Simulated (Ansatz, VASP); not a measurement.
# W in VASP and in Ansatz

```
CELL_PARAMETERS angstrom
-1.60317 1.60317 1.60317
1.60317 -1.60317 1.60317
1.60317 1.60317 -1.60317
ATOMIC_POSITIONS crystal
W 0.00000 0.00000 0.00000
```

Change from the starting cell: volume scaled by 1.04.

Alike in both runs: task single point; functional r2SCAN; k mesh 12 × 12 × 12; occupations fermi-dirac, width 0.05 eV; no spin polarisation.

|  | VASP | Ansatz |
| --- | --- | --- |
| version | VASP 6.6.1 | Ansatz 0.2.0 |
| potentials or method | VASP PAW PBE potentials, release 64 (W_sv) | Ansatz PAW |
| plane-wave cutoff (eV) | 520 | 500 |
| valence electrons in the cell | 14 | 14 |

VASP gave:

```
gap on the k mesh at the Fermi level (eV) : none
pressure (GPa)                            : -9.3
```

Question: Which values does Ansatz return?

Answer: gap on the k mesh at the Fermi level (eV): none; pressure (GPa): -10.3.

A gap of «none» marks a metal or a gap that the smearing closes.

Caveats: the PAW data sets were made with another functional, which shifts forces and pressure a little (VASP); the PAW data sets come from PBE, with cores solved anew for the run's functional, which leaves a small shift of forces and pressure (Ansatz). Spin-orbit coupling is left out, which matters for the levels of W.
